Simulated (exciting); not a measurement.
Input of an exciting (release sodium) run:

input.xml

```xml
<input>
  <title>BN</title>
  <structure speciespath="./" tshift="false">
    <crystal scale="1">
      <basevect>0.000000000000 3.426075353673 3.426075353673</basevect>
      <basevect>3.426075353673 0.000000000000 3.426075353673</basevect>
      <basevect>3.426075353673 3.426075353673 0.000000000000</basevect>
    </crystal>
    <species speciesfile="N.xml" rmt="1.38">
      <atom coord="0.250000000000 0.250000000000 0.250000000000"/>
    </species>
    <species speciesfile="B.xml" rmt="1.38">
      <atom coord="0.000000000000 0.000000000000 0.000000000000"/>
    </species>
  </structure>
  <groundstate do="fromscratch" ngridk="13 13 13" rgkmax="7.5" gmaxvr="15" lmaxapw="10" lmaxmat="10" lmaxvr="8" stype="Fermi Dirac" swidth="0.00183747" nempty="10" ValenceRelativity="iora*" epsengy="1e-05" epspot="1e-05" maxscl="60" outputlevel="high">
    <libxc exchange="XC_GGA_X_RPBE" correlation="XC_GGA_C_PBE"/>
  </groundstate>
  <properties>
    <bandstructure>
      <plot1d>
        <path steps="80">
          <point coord="0 0 0" label="G"/>
          <point coord="0.5 0 0.5" label="X"/>
          <point coord="0.5 0.25 0.75" label="W"/>
          <point coord="0.375 0.375 0.75" label="K"/>
          <point coord="0 0 0" label="G"/>
          <point coord="0.5 0.5 0.5" label="L"/>
          <point coord="0.625 0.25 0.625" label="U"/>
          <point coord="0.5 0.25 0.75" label="W"/>
          <point coord="0.5 0.5 0.5" label="L"/>
          <point coord="0.375 0.375 0.75" label="K" breakafter="true"/>
          <point coord="0.625 0.25 0.625" label="U"/>
          <point coord="0.5 0 0.5" label="X"/>
        </path>
      </plot1d>
    </bandstructure>
    <dos nwdos="300" winddos="-0.6 0.5" inttype="tetra" ngrdos="100" nsmdos="1"/>
  </properties>
</input>
```

Potentials or basis: all-electron LAPW+lo, shipped species files, valence relativity iora*.

Command:

```console
$ OMP_NUM_THREADS=1 exciting_smp
```

Task: Estimate the band gap along the path.

Result: 4.50 eV, indirect (least direct gap 8.85 eV).

Task: Estimate the band gap on the k mesh.

Result: 4.57 eV, indirect (least direct gap 8.85 eV).

Levels at the corners of the path, in eV from the valence-band top:
```csv
point,band 2,band 3,band 4,band 5,band 6,band 7
Γ,0.00,0.00,0.00,8.85,8.85,8.85
X,-8.88,-4.86,-4.86,4.50,9.22,17.94
W,-7.58,-6.88,-6.43,9.63,13.27,14.56
K,-8.10,-7.57,-4.04,6.94,12.85,15.83
Γ,0.00,0.00,0.00,8.85,8.85,8.85
L,-10.61,-1.92,-1.92,10.03,10.72,10.72
U,-8.10,-7.57,-4.04,6.94,12.85,15.83
W,-7.58,-6.88,-6.43,9.63,13.27,14.56
L,-10.61,-1.92,-1.92,10.03,10.72,10.72
K,-8.10,-7.57,-4.04,6.94,12.85,15.83
U,-8.10,-7.57,-4.04,6.94,12.85,15.83
X,-8.88,-4.86,-4.86,4.50,9.22,17.94
```

**Measured values to compare with.**

A printed reference work, monograph reports, for a bulk crystal of BN at 300 K: band gap 6.4 eV (indirect).

A measured gap of BN is 6.4 eV (indirect; 300 K; a printed reference work, monograph); the calculated 4.50 eV misses it by -1.90 eV. The value is that of RPBE, without temperature or zero-point motion. Semilocal functionals fall short of measured gaps as a rule. The cell is a database's relaxed one, not the measured one, which moves gaps too.
